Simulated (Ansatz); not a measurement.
# Relaxation of Sr

These are results of DFT PBEsol, scalar-relativistic, plane waves, PAW (Ansatz 0.2.0), not measurements. Settings: 420 eV cutoff, 12×12×10 k-mesh, Gaussian smearing of 0.10 eV, no spin polarisation.

What was changed: uniaxial strain along a, with b, c and atoms relaxed: -1.0 %.

Command:

```bash
ansatz run input.yaml --threads 1 --pin off --max-ram 2560MiB --backend cpu --events-out ev --progress --plain --runs-dir out
```

Input:

```yaml
crystal:
  lattice:
    - [2.9283402038, 2.9283402038, 0.0]
    - [-2.9653141963, 2.9653141963, 0.0]
    - [0.0, 0.0, 5.9306283926]
  atoms:
    - { symbol: Sr, position: [0.0, 0.0, 0.0] }
    - { symbol: Sr, position: [0.5, 0.5, 0.5] }
basis:
  ecutwfc: 420
kpoints:
  mp_grid: { grid: [12, 12, 10] }
hamiltonian:
  xc: pbesol
scf:
  occupations: { method: gaussian, width: 0.1 }
output:
  forces: true
  stress: true
  eigenvalues: true
relax:
  adjacent_minimum: "off"
  f_tol: 0.008
  max_steps: 40
  cell: { stress_tol: 0.015, fix: [a, angles] }
```

F is the free energy. Steps run on the plane waves of an earlier cell, but the last one, and at times one on the way, on a freshly chosen basis, so a repeated geometry can differ a little in energy. The held parts of the cell keep their stress, so P needn't end at zero.

Steps:

```
step F − F(1) (eV) largest force component (eV/Å) V (Å³/atom) P (GPa)
   1         0.0000                           0.000       51.498     0.09
   2         0.0000                           0.000       51.504     0.09
   3        -0.0002                           0.000       51.570     0.07
   4        -0.0002                           0.000       51.570     0.07
```

Relaxed structure:

```yaml
crystal:
  lattice:
    - [2.92834, 2.92834, 0.00000]
    - [-2.95225, 2.95225, 0.00000]
    - [0.00000, 0.00000, 5.96518]
  atoms:
    - { symbol: Sr, position: [0.00000, 0.00000, 0.00000] }
    - { symbol: Sr, position: [0.50000, 0.50000, 0.50000] }
```

The structure is orthorhombic, space group Immm (No. 71). The conventional cell has a = 4.141 Å, b = 4.175 Å, c = 5.965 Å, α = 90.00°, β = 90.00°, γ = 90.00°. Sr (site symmetry mmm) is surrounded by 12 Sr at 4.14 to 4.19 Å.

The run converged. It took 100 s on 1 thread of Arm Neoverse V1, with other jobs on the host, peak memory 0.63 GiB.